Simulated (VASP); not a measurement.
Here is a VASP 6.6.1 calculation.

File POSCAR:

```
Te
1.0
   -1.9246244317      1.9246244317      1.9246244317
    1.9246244317     -1.9246244317      1.9246244317
    1.9246244317      1.9246244317     -1.9246244317
Te
1
Direct
    0.0000000000      0.0000000000      0.0000000000
```

Contents of INCAR.step1:

```
PREC = Accurate
ENCUT = 520
ISMEAR = -1
SIGMA = 0.1
LREAL = False
LASPH = True
NELM = 80
NBANDS = 9
GGA = PE
ALGO = Normal
EDIFF = 1E-4
LWAVE = True
LCHARG = False
```

The input INCAR.step2:

```
PREC = Accurate
ENCUT = 520
EDIFF = 1E-7
ISMEAR = -1
SIGMA = 0.1
LREAL = False
LASPH = True
NELM = 80
ALGO = Normal
ISIF = 2
LWAVE = False
LCHARG = True
METAGGA = R2SCAN
LMIXTAU = True
LELF = True
LVHAR = True
NBANDS = 9
ISTART = 1
```

The input KPOINTS:

```
Automatic mesh
0
Gamma
  6 6 6
```

Potentials or basis: VASP PAW PBE potentials, release 64 (Te).

Launch:

```console
$ cat potpaw_PBE.64/Te/POTCAR > POTCAR
$ cp INCAR.step1 INCAR
$ mpirun -np 1 vasp_std > vasp.out
$ cp INCAR.step2 INCAR
$ mpirun -np 1 vasp_std > vasp.out
```

(1) Estimate the band gap on the k mesh.

(2) Estimate the pressure.

Results:

(1) none (metal or under the smearing width).

(2) -0.4 GPa.

Caveat: the k mesh is coarse (spacing up to 0.38 Å⁻¹), so the values aren't converged; the PAW data sets were made with another functional, which shifts forces and pressure a little.
